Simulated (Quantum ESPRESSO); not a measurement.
**Cd under changes of volume**

One of the cells (21.585 Å³/atom); the others are scaled copies at fixed shape and fractional positions:

```xyz
2
Lattice="2.9789 0.0000 0.0000 -1.4894 2.5798 0.0000 0.0000 0.0000 5.6177" Properties=species:S:1:pos:R:3 pbc="T T T"
Cd    1.4894    0.8599    4.2132
Cd    0.0000    1.7199    1.4044
```

| Quantity | Value |
| --- | --- |
| Program | Quantum ESPRESSO 7.5 |
| Functional | PBE |
| Potentials or basis | SSSP 1.3 efficiency PBE |
| Cutoff | 816 eV |
| Density cutoff | 6531 eV |
| k mesh | 10 × 10 × 5 |
| Occupations | fermi-dirac, width 0.05 eV |
| Spin | no spin polarisation |

| volume (Å³/atom) | energy over the lowest point (meV/atom) | pressure (GPa) |
| --- | --- | --- |
| 20.290 | 50.20 | 7.4 |
| 20.722 | 32.37 | 5.6 |
| 21.154 | 18.98 | 4.1 |
| 21.585 | 9.50 | 2.7 |
| 22.017 | 3.44 | 1.5 |
| 22.449 | ? | ? |
| 22.880 | 0.00 | -0.4 |

What does the run at 22.449 Å³/atom give?

Energy over the lowest point 0.40 meV/atom; pressure 0.5 GPa.

Worked out: A Birch-Murnaghan fit of order 3 (a polynomial in V^(-2/3)) to the other rows has its minimum at 22.73 Å³/atom with B0 = V·E''(V) = 48 GPa and B' = 5.8 at fixed shape and positions, which overstates the stiffness. It gives 0.39 meV/atom at 22.449 Å³/atom, against the run's 0.40, and -dE/dV = 0.6 GPa, against 0.5.

Energies are extrapolated to zero smearing.
